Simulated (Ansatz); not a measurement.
# ZrO2: the cost of one run

Computed with Ansatz 0.2.0 (DFT PBE, scalar-relativistic, plane waves, PAW, unless a step's input says otherwise).

## 1. The structure to begin with

The structure is tetragonal, space group P4_2/nmc (No. 137). The conventional cell has a = 3.596 Å, b = 3.596 Å, c = 5.177 Å, α = 90.00°, β = 90.00°, γ = 90.00°. Around Zr (site symmetry -4m2) lie 8 O at 2.08 to 2.37 Å. O (site symmetry 2mm) is surrounded by 4 Zr at 2.08 to 2.37 Å.

Coordinates:

```xyz
6
Lattice="3.5961 0.0000 0.0000 0.0000 3.5961 0.0000 0.0000 0.0000 5.1770" Properties=species:S:1:pos:R:3 pbc="T T T"
Zr    0.0000    0.0000    0.0000
Zr    1.7980    1.7980    2.5885
O     0.0000    1.7980    1.0509
O     0.0000    1.7980    3.6394
O     1.7980    0.0000    1.5376
O     1.7980    0.0000    4.1261
```

The structure comes from the Crystallography Open Database.

(A quick probe on a coarse mesh, which set the mesh and smearing, is not shown.)

## 3. Relaxing cell and atoms

File input.yaml:

```yaml
crystal:
  lattice:
    - [3.5961, 0.0, 0.0]
    - [0.0, 3.5961, 0.0]
    - [0.0, 0.0, 5.177]
  atoms:
    - { symbol: Zr, position: [0.0, 0.0, 0.0] }
    - { symbol: Zr, position: [0.5, 0.5, 0.5] }
    - { symbol: O, position: [0.0, 0.5, 0.203] }
    - { symbol: O, position: [0.0, 0.5, 0.703] }
    - { symbol: O, position: [0.5, 0.0, 0.297] }
    - { symbol: O, position: [0.5, 0.0, 0.797] }
basis:
  ecutwfc: 240.0
kpoints:
  mp_grid: { grid: [6, 6, 6] }
hamiltonian:
  xc: pbe
scf:
  occupations: { method: gaussian, width: 0.02 }
output:
  forces: true
  stress: true
  eigenvalues: true
relax:
  adjacent_minimum: "off"
  f_tol: 0.005
  max_steps: 80
  cell: { stress_tol: 0.05 }
```

Run with:

```bash
$ ansatz run input.yaml --threads 1 --pin off --max-ram 2560MiB --backend cpu --events-out ev --progress --plain --runs-dir out
```

What time and memory should one allow on 1 thread of Intel Xeon Platinum 8375C at 2.90GHz (Ice Lake), shared host?

About 76 s, with a peak of 0.36 GiB.
